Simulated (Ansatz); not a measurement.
Ga under changes of volume

One of the cells (18.191 Å³/atom); the others are scaled copies at fixed shape and fractional positions:

```xyz
2
Lattice="2.7784 0.0000 0.0000 0.0000 3.2816 0.0000 -1.3434 0.0000 3.9903" Properties=species:S:1:pos:R:3 pbc="T T T"
Ga   -0.6607    2.4612    3.0732
Ga    2.0957    0.8204    0.9171
```

This isn't the form of Ga at room conditions, which is orthorhombic.

```yaml
Program: Ansatz 0.2.0
Functional: PBE
Potentials_or_basis: Ansatz PAW
Cutoff: "420 eV (not typed: the program's choice for these potentials)"
k_mesh: 10 × 8 × 7
Occupations: fermi-dirac, width 0.05 eV
Spin: no spin polarisation
```

| volume (Å³/atom) | energy over the lowest point (meV/atom) | pressure (GPa) | largest force (eV/Å) |
| --- | --- | --- | --- |
| 17.100 | 44.89 | 7.6 | 0.111 |
| 17.463 | 29.48 | 5.9 | 0.102 |
| 17.827 | 17.70 | 4.4 | 0.094 |
| 18.191 | ? | ? | ? |
| 18.555 | 3.64 | 1.9 | 0.078 |
| 18.919 | 0.62 | 0.8 | 0.070 |
| 19.283 | 0.00 | -0.2 | 0.062 |

Question: What does the run at 18.191 Å³/atom give?

Answer: Energy over the lowest point 9.24 meV/atom; pressure 3.1 GPa; largest force 0.086 eV/Å.

Worked out: A Birch-Murnaghan fit of order 3 (a polynomial in V^(-2/3)) to the other rows has its minimum at 19.21 Å³/atom with B0 = V·E''(V) = 49 GPa and B' = 5.0 at fixed shape and positions, which overstates the stiffness. It gives 9.20 meV/atom at 18.191 Å³/atom, against the run's 9.24, and -dE/dV = 3.1 GPa, against 3.1.

Energies are extrapolated to zero smearing.
